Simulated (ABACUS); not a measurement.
# HgSe (F-43m) in ABACUS: a series of runs

One crystal, HgSe, is run at these levels: PBE; tasks: equation of state.

Everything below comes from runs of ABACUS 3.10.1. Logs are shortened: lines on timing, memory, paths and dates and some standing lists are left out, and cuts for length are marked.

### 1 Starting point

It takes space group F-43m (No. 216, cubic). Conventional cell: a = 6.078 Å, b = 6.078 Å, c = 6.078 Å, α = 90.00°, β = 90.00°, γ = 90.00°. Hg (site symmetry -43m) has 4 Se at 2.63 Å as nearest neighbours. Se (site symmetry -43m) has 4 Hg at 2.63 Å as nearest neighbours.

### 2 Equation of state, PBE, 26.38 Å³/atom (volume scaled by 0.94)

The input, INPUT:

```
INPUT_PARAMETERS
suffix              HgSe
calculation         scf
basis_type          lcao
pseudo_dir          ./
orbital_dir         ./
symmetry            1
dft_functional      pbe
ecutwfc             100
pseudo_rcut         10
nspin               1
nbands              22
ks_solver           genelpa
smearing_method     fd
smearing_sigma      0.00367493
scf_thr             1e-07
scf_nmax            100
mixing_type         broyden
mixing_beta         0.7
cal_force           1
cal_stress          1
out_mul             1
```

The input, STRU:

```
ATOMIC_SPECIES
Hg 200.5920 Hg.upf
Se 78.9710 Se.upf

NUMERICAL_ORBITAL
Hg_confined-atom_7au_3s2p2d1f.orb
Se_confined-atom_7au_2s2p2d.orb

LATTICE_CONSTANT
1.8897261246

LATTICE_VECTORS
0.0000000000 2.9769621844 2.9769621844
2.9769621844 0.0000000000 2.9769621844
2.9769621844 2.9769621844 0.0000000000

ATOMIC_POSITIONS
Direct

Hg
0.0
1
0.0000000000 0.0000000000 0.0000000000 1 1 1

Se
0.0
1
0.7500000000 0.7500000000 0.7500000000 1 1 1
```

The input, KPT:

```
K_POINTS
0
Gamma
8 8 8 0 0 0
```

Potentials or basis: PseudoDojo NC SR 0.4.1 PBE standard, DZP LCAO (the cutoffs set its grid).

Started as:

```console
OMP_NUM_THREADS=1 mpirun -np 4 abacus > log
```

running log:

```text
ABACUS v3.10.1

               Atomic-orbital Based Ab-initio Computation at UStc

 ------------------------------------------------------------------------------------

 READING GENERAL INFORMATION
                           global_out_dir = OUT.HgSe/
                           global_in_card = INPUT
                               pseudo_dir = ./
                              orbital_dir = ./
                                    DSIZE = 4
                                    GSIZE = 1

 READING UNITCELL INFORMATION
                                    ntype = 2
                  lattice constant (Bohr) = 1.88973
              lattice constant (Angstrom) = 1

 READING ATOM TYPE 1
                               atom label = Hg
                      L=0, number of zeta = 3
                      L=1, number of zeta = 2
                      L=2, number of zeta = 2
                      L=3, number of zeta = 1
             number of atom for this type = 1

 READING ATOM TYPE 2
                               atom label = Se
                      L=0, number of zeta = 2
                      L=1, number of zeta = 2
                      L=2, number of zeta = 2
             number of atom for this type = 1

                        TOTAL ATOM NUMBER = 2
DIRECT COORDINATES
    atom                   x                   y                   z     mag                  vx                  vy                  vz
taud_Hg1            0.0000000000        0.0000000000        0.0000000000  0.0000        0.0000000000        0.0000000000        0.0000000000
taud_Se1            0.7500000000        0.7500000000        0.7500000000  0.0000        0.0000000000        0.0000000000        0.0000000000

                          Volume (Bohr^3) = 356.079
                             Volume (A^3) = 52.7654

 Lattice vectors: (Cartesian coordinate: in unit of a_0)
                   +0            +2.97696            +2.97696
             +2.97696                  +0            +2.97696
             +2.97696            +2.97696                  +0
 Reciprocal vectors: (Cartesian coordinate: in unit of 2 pi/a_0)
            -0.167956           +0.167956           +0.167956
            +0.167956           -0.167956           +0.167956
            +0.167956           +0.167956           -0.167956
 The esolver type has been set to : ksdft_lcao

                PAO radial cut off (Bohr) = 10

 Read in pseudopotential file is Hg.upf
                     pseudopotential type = NC
          exchange-correlation functional = PBE
                 nonlocal core correction = 1
                        valence electrons = 20
                                     lmax = 3
                           number of zeta = 4
                     number of projectors = 7
                           L of projector = 0
                           L of projector = 0
                           L of projector = 1
                           L of projector = 1
                           L of projector = 2
                           L of projector = 2
                           L of projector = 3
                PAO radial cut off (Bohr) = 10

 Read in pseudopotential file is Se.upf
                     pseudopotential type = NC
          exchange-correlation functional = PBE
                 nonlocal core correction = 1
                        valence electrons = 16
                                     lmax = 2
                           number of zeta = 3
                     number of projectors = 6
                           L of projector = 0
                           L of projector = 0
                           L of projector = 1
                           L of projector = 1
                           L of projector = 2
                           L of projector = 2
     initial pseudo atomic orbital number = 19

 SETUP THE ELECTRONS NUMBER
            electron number of element Hg = 20
      total electron number of element Hg = 20
            electron number of element Se = 16
      total electron number of element Se = 16
            AUTOSET number of electrons:  = 36
                           occupied bands = 18
                                   NLOCAL = 44
                                   NBANDS = 22
                                   NBANDS = 22
                                   NLOCAL = 44

%%%%%%%%%%%%%%%%%%%%%%%%%%%%%%%%%%%%%%%%%%%%%%%%%%%%%%%%%%%%%%%%%%%%%%%%%%%%%%%%%%%%%%%%%%%%%%%%%%%%%%%%%%
 Warning: the number of valence electrons in pseudopotential > 12 for Hg: [Xe] 4f14 5d10 6s2
 Warning: the number of valence electrons in pseudopotential > 6 for Se: [Ar] 3d10 4s2 4p4
 Pseudopotentials with additional electrons can yield (more) accurate outcomes, but may be less efficient.
 If you're confident that your chosen pseudopotential is appropriate, you can safely ignore this warning.
%%%%%%%%%%%%%%%%%%%%%%%%%%%%%%%%%%%%%%%%%%%%%%%%%%%%%%%%%%%%%%%%%%%%%%%%%%%%%%%%%%%%%%%%%%%%%%%%%%%%%%%%%%

[... 65 lines left out ...]
       5  0.50000000  0.50000000  0.50000000  0.0078       4
       6  0.12500000  0.12500000  0.00000000  0.0117       9
[... 21 lines left out ...]
      28 -0.12500000  0.50000000  0.37500000  0.0234     101
      29  0.50000000  0.25000000 -0.25000000  0.0117     166

                               nkstot now = 29
[... K-POINTS DIRECT COORDINATES: 29 rows ...]

           k-point number in this process = 29
       minimum distributed K point number = 29
[... stars of the k points ...]

[... K-POINTS CARTESIAN COORDINATES: 29 rows ...]

[... K-POINTS DIRECT COORDINATES: 29 rows ...]

 SETUP PLANE WAVES FOR WAVE FUNCTIONS
     energy cutoff for wavefunc (unit:Ry) = 100
              fft grid for wave functions = [ 54, 54, 54 ]
                    number of plane waves = 7583
                         number of sticks = 511

 PARALLEL PW FOR WAVE FUNCTIONS
     PROC   COLUMNS(POT)             PW
        1            127           1896
        2            127           1896
        3            130           1895
        4            127           1896
 --------------- sum -------------------
        4            511           7583

 SET NONLOCAL PSEUDOPOTENTIAL PROJECTORS
 SET NONLOCAL PSEUDOPOTENTIAL PROJECTORS
 max number of nonlocal projetors among all species is 7

 -------------------------------------------
 SELF-CONSISTENT
 -------------------------------------------

 SETUP SEARCHING RADIUS FOR PROGRAM TO SEARCH ADJACENT ATOMS
                  longest orb rcut (Bohr) = 7
   longest nonlocal projector rcut (Bohr) = 1.94
                     search radius (Bohr) = 17.9
              searching radius is (Bohr)) = 17.9
         searching radius unit is (Bohr)) = 1.89
                         PeriodicBoundary = 1
                        Radius(unit:lat0) = 9.46
                                   glayer = [ 4, 4, 4 ]
                             glayer_minus = [ 3, 3, 3 ]

Find the coordinate range of the input atom(unit:lat0).
                                  min_tau = [ -17.9, -17.9, -17.9 ]
                                  max_tau = [ 22.3, 22.3, 22.3 ]
                                BoxNumber = [ 7, 7, 7 ]

 SETUP EXTENDED REAL SPACE GRID FOR GRID INTEGRATION
                          real space grid = [ 54, 54, 54 ]
                 big cell numbers in grid = [ 27, 27, 27 ]
             meshcell numbers in big cell = [ 2, 2, 2 ]
                        extended fft grid = [ 30, 30, 30 ]
                dimension of extened grid = [ 88, 88, 88 ]
                            UnitCellTotal = 125
              Atom number in sub-FFT-grid = 2
    Local orbitals number in sub-FFT-grid = 44
                                ParaV.nnr = 20302
                                 init_chg = atomic

 LCAO ALGORITHM --------------- ION=   1  ELEC=   1--------------------------------

 Density error is 0.0280143980978
----------------------------------------------------------
     Energy           Rydberg                 eV
----------------------------------------------------------
 E_KohnSham     -575.6919219221      -7832.6904307124
 E_Harris       -576.5193747277      -7843.9485036943
 E_Fermi        0.7400159848         10.0684340047
----------------------------------------------------------
[... 80 lines left out ...]
 Density error is 1.31380806853e-08
----------------------------------------------------------
     Energy           Rydberg                 eV
----------------------------------------------------------
 E_KohnSham     -575.7126916395      -7832.9730172143
 E_KS(sigma->0) -575.7126715320      -7832.9727436375
 E_Harris       -575.7126923273      -7832.9730265727
 E_band         -61.0868295905       -831.1289551851
 E_one_elec     -331.6584651277      -4512.4449156715
 E_Hartree      172.6263635240       2348.7021689455
 E_xc           -103.7466852941      -1411.5460686132
 E_Ewald        -312.9338645266      -4257.6836547216
 E_entropy(-TS) -0.0000402150        -0.0005471535
 E_descf        0.0000000000         0.0000000000
 E_exx          0.0000000000         0.0000000000
 E_Fermi        0.7572090953         10.3023582737
----------------------------------------------------------

 charge density convergence is achieved
 final etot is -7832.9730172 eV
 EFERMI = 10.302358274 eV

 STATE ENERGY(eV) AND OCCUPATIONS    NSPIN == 1
 1/29 kpoint (Cartesian) = 0.0000 0.0000 0.0000 (1500 pws)
       1       -104.651     0.00390625
       2       -53.0026     0.00390625
       3       -53.0026     0.00390625
       4       -53.0026     0.00390625
       5       -37.5039     0.00390625
       6       -37.5039     0.00390625
[... 134 lines left out ...]
      21        16.3645    5.18568e-55
      22        16.3645    5.18568e-55

[... levels at 23 further k points ...]

 correction force for each atom along direction 1 is 0.0317502
 correction force for each atom along direction 2 is 0.0238234
 correction force for each atom along direction 3 is 0.0151874
------------------------------------------------------------------------------------------
 TOTAL-FORCE (eV/Angstrom)
------------------------------------------------------------------------------------------
                       Hg1         0.0000000000         0.0000000000         0.0000000000
                       Se1         0.0000000000         0.0000000000         0.0000000000
------------------------------------------------------------------------------------------

----------------------------------------------------------------
 TOTAL-STRESS (KBAR)
----------------------------------------------------------------
       102.8402590682         0.0000000000         0.0000000000
         0.0000000000       102.8402590682        -0.0000000000
        -0.0000000000         0.0000000000       102.8402590682
----------------------------------------------------------------
 TOTAL-PRESSURE: 102.840259 KBAR

 --------------------------------------------
 !FINAL_ETOT_IS -7832.9730172143172240 eV
 --------------------------------------------
```

Wall time 5.5 s (4 MPI ranks of AMD EPYC 7B13 (Zen 3), shared host); peak memory 0.44 GiB.

What came out:

```yaml
Free_energy: -7832.9730 eV
Pressure: 10.3 GPa
Band_gap_on_the_k_mesh: none (metal or under the smearing width)
Mulliken_charges: Hg +0.35; Se -0.35 e
```

Caveat: the atomic orbitals were generated for these runs and aren't a published set; Mulliken charges move with the basis; the basis of atomic orbitals isn't converged, which shifts pressures, moduli and gaps.

### 3 Equation of state, PBE, 26.94 Å³/atom (volume scaled by 0.96)

INPUT is that of step 2.

Edit STRU of step 2 so:

```diff
@@ -12,5 +12,5 @@
 LATTICE_VECTORS
-0.0000000000 2.9769621844 2.9769621844
-2.9769621844 0.0000000000 2.9769621844
-2.9769621844 2.9769621844 0.0000000000
+0.0000000000 2.9979273976 2.9979273976
+2.9979273976 0.0000000000 2.9979273976
+2.9979273976 2.9979273976 0.0000000000
```

KPT is that of step 2.

Potentials or basis: PseudoDojo NC SR 0.4.1 PBE standard, DZP LCAO (the cutoffs set its grid).

Started as:

```console
OMP_NUM_THREADS=1 mpirun -np 4 abacus > log
```

Run time: 5.3 s. Hardware: 4 MPI ranks of AMD EPYC 7B13 (Zen 3), shared host; peak memory 0.44 GiB.

It converged, with:

```
Free energy            : -7833.0387 eV
Pressure               : 8.5 GPa
Band gap on the k mesh : none (metal or under the smearing width)
Mulliken charges       : Hg +0.36; Se -0.36 e
```

Caveat: the atomic orbitals were generated for these runs and aren't a published set; Mulliken charges move with the basis; the basis of atomic orbitals isn't converged, which shifts pressures, moduli and gaps.

### 4 Equation of state, PBE, 27.51 Å³/atom (volume scaled by 0.98)

INPUT is that of step 3.

Edit STRU of step 3 so:

```diff
@@ -12,5 +12,5 @@
 LATTICE_VECTORS
-0.0000000000 2.9979273976 2.9979273976
-2.9979273976 0.0000000000 2.9979273976
-2.9979273976 2.9979273976 0.0000000000
+0.0000000000 3.0186034123 3.0186034123
+3.0186034123 0.0000000000 3.0186034123
+3.0186034123 3.0186034123 0.0000000000
```

KPT is that of step 3.

Started as:

```console
OMP_NUM_THREADS=1 mpirun -np 4 abacus > log
```

It took 5.3 s on 4 MPI ranks of AMD EPYC 7B13 (Zen 3), shared host; peak memory 0.44 GiB.

Results (log left out):

* Free energy: -7833.0921 eV
* Pressure: 6.8 GPa
* Band gap on the k mesh: none (metal or under the smearing width)
* Mulliken charges: Hg +0.37; Se -0.37 e

Caveat: the atomic orbitals were generated for these runs and aren't a published set; Mulliken charges move with the basis; the basis of atomic orbitals isn't converged, which shifts pressures, moduli and gaps.

### 5 Equation of state, PBE, 28.07 Å³/atom

INPUT is that of step 4.

Edit STRU of step 4 so:

```diff
@@ -12,5 +12,5 @@
 LATTICE_VECTORS
-0.0000000000 3.0186034123 3.0186034123
-3.0186034123 0.0000000000 3.0186034123
-3.0186034123 3.0186034123 0.0000000000
+0.0000000000 3.0390000000 3.0390000000
+3.0390000000 0.0000000000 3.0390000000
+3.0390000000 3.0390000000 0.0000000000
```

KPT is that of step 4.

Started as:

```console
OMP_NUM_THREADS=1 mpirun -np 4 abacus > log
```

It took 5.2 s on 4 MPI ranks of AMD EPYC 7B13 (Zen 3), shared host; peak memory 0.44 GiB.

Results (log left out):

* Free energy: -7833.1347 eV
* Pressure: 5.4 GPa
* Band gap on the k mesh: none (metal or under the smearing width)
* Mulliken charges: Hg +0.38; Se -0.38 e

Caveat: the atomic orbitals were generated for these runs and aren't a published set; Mulliken charges move with the basis; the basis of atomic orbitals isn't converged, which shifts pressures, moduli and gaps.

### 6 Equation of state, PBE, 28.63 Å³/atom (volume scaled by 1.02)

INPUT is that of step 5.

Edit STRU of step 5 so:

```diff
@@ -12,5 +12,5 @@
 LATTICE_VECTORS
-0.0000000000 3.0390000000 3.0390000000
-3.0390000000 0.0000000000 3.0390000000
-3.0390000000 3.0390000000 0.0000000000
+0.0000000000 3.0591264144 3.0591264144
+3.0591264144 0.0000000000 3.0591264144
+3.0591264144 3.0591264144 0.0000000000
```

KPT is that of step 5.

Potentials or basis: PseudoDojo NC SR 0.4.1 PBE standard, DZP LCAO (the cutoffs set its grid).

Started as:

```console
OMP_NUM_THREADS=1 mpirun -np 4 abacus > log
```

Wall time 4.9 s (4 MPI ranks of AMD EPYC 7B13 (Zen 3), shared host); peak memory 0.44 GiB.

Results (log left out):

```
Free energy            : -7833.1675 eV
Pressure               : 4.0 GPa
Band gap on the k mesh : none (metal or under the smearing width)
Mulliken charges       : Hg +0.39; Se -0.39 e
```

Caveat: the atomic orbitals were generated for these runs and aren't a published set; Mulliken charges move with the basis; the basis of atomic orbitals isn't converged, which shifts pressures, moduli and gaps.

### 7 Equation of state, PBE, 29.19 Å³/atom (volume scaled by 1.04)

INPUT is that of step 6.

Edit STRU of step 6 so:

```diff
@@ -12,5 +12,5 @@
 LATTICE_VECTORS
-0.0000000000 3.0591264144 3.0591264144
-3.0591264144 0.0000000000 3.0591264144
-3.0591264144 3.0591264144 0.0000000000
+0.0000000000 3.0789914282 3.0789914282
+3.0789914282 0.0000000000 3.0789914282
+3.0789914282 3.0789914282 0.0000000000
```

KPT is that of step 6.

Started as:

```console
OMP_NUM_THREADS=1 mpirun -np 4 abacus > log
```

It took 4.9 s on 4 MPI ranks of AMD EPYC 7B13 (Zen 3), shared host; peak memory 0.44 GiB.

Results (log left out):

* Free energy: -7833.1917 eV
* Pressure: 2.9 GPa
* Band gap on the k mesh: none (metal or under the smearing width)
* Mulliken charges: Hg +0.40; Se -0.40 e

Caveat: the atomic orbitals were generated for these runs and aren't a published set; Mulliken charges move with the basis; the basis of atomic orbitals isn't converged, which shifts pressures, moduli and gaps.

### 8 Equation of state, PBE, 29.75 Å³/atom (volume scaled by 1.06)

INPUT is that of step 7.

Edit STRU of step 7 so:

```diff
@@ -12,5 +12,5 @@
 LATTICE_VECTORS
-0.0000000000 3.0789914282 3.0789914282
-3.0789914282 0.0000000000 3.0789914282
-3.0789914282 3.0789914282 0.0000000000
+0.0000000000 3.0986033673 3.0986033673
+3.0986033673 0.0000000000 3.0986033673
+3.0986033673 3.0986033673 0.0000000000
```

KPT is that of step 7.

Started as:

```console
OMP_NUM_THREADS=1 mpirun -np 4 abacus > log
```

Wall time 4.7 s (4 MPI ranks of AMD EPYC 7B13 (Zen 3), shared host); peak memory 0.44 GiB.

Results (log left out):

| Quantity | Value |
| --- | --- |
| Free energy | -7833.2080 eV |
| Pressure | 1.8 GPa |
| Band gap on the k mesh | none (metal or under the smearing width) |
| Mulliken charges | Hg +0.41; Se -0.41 e |

Caveat: the atomic orbitals were generated for these runs and aren't a published set; Mulliken charges move with the basis; the basis of atomic orbitals isn't converged, which shifts pressures, moduli and gaps.

### 9 Equation of state, PBE

Potentials or basis: PseudoDojo NC SR 0.4.1 PBE standard, DZP LCAO (the cutoffs set its grid).

No new run: the results of the series are fitted here.

What came out:

```yaml
Equilibrium_volume: "30.89 Å³/atom (rough: see the caveat)"
Bulk_modulus: 44 GPa (rough)
```

Energy against volume, from the lowest point:
| volume (Å³/atom) | energy (meV/atom) |
| --- | --- |
| 26.383 | 117.48 |
| 26.944 | 84.64 |
| 27.505 | 57.94 |
| 28.067 | 36.62 |
| 28.628 | 20.24 |
| 29.189 | 8.14 |
| 29.751 | 0.00 |

Caveat: the atomic orbitals were generated for these runs and aren't a published set; the minimum lies outside the volumes run; the basis of atomic orbitals isn't converged, which shifts pressures, moduli and gaps.
